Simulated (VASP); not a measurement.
Te, 1 atom in the cell. It takes space group R-3m (No. 166, trigonal). Conventional cell: a = 4.612 Å, b = 4.612 Å, c = 5.073 Å, α = 90.00°, β = 90.00°, γ = 120.00°. Te (site symmetry -3m) is surrounded by 6 Te at 3.15 Å. This isn't the form of Te at room conditions, which is trigonal, of chains.

* Program: VASP 6.6.1
* Task: relaxation of cell and atoms
* Functional: PBEsol
* Potentials or basis: VASP PAW PBE potentials, release 64 (Te)
* Cutoff: 600 eV
* k mesh: 9 × 9 × 9
* Occupations: fermi-dirac, width 0.05 eV
* Spin: no spin polarisation
* Further INCAR settings: ALGO = Fast; EDIFF = 1e-06; IBRION = 2; EDIFFG = -0.01; NSW = 60; ISIF = 3

Potentials or basis: VASP PAW PBE potentials, release 64 (Te).

Run with:

```console
$ cat potpaw_PBE.64/Te/POTCAR > POTCAR
$ mpirun -np 1 vasp_std > vasp.out
```

Hardware: 1 thread of AMD EPYC 7R43 64-Core Processor (Zen 3), on a shared host.

**Question.** Estimate the wall time of this run.

**Answer.** Run time: 92 s on 1 thread of AMD EPYC 7R43 64-Core Processor (Zen 3) (shared host), peak memory 0.15 GiB. Counts: scf iterations 65, k points 85, ion steps 13.
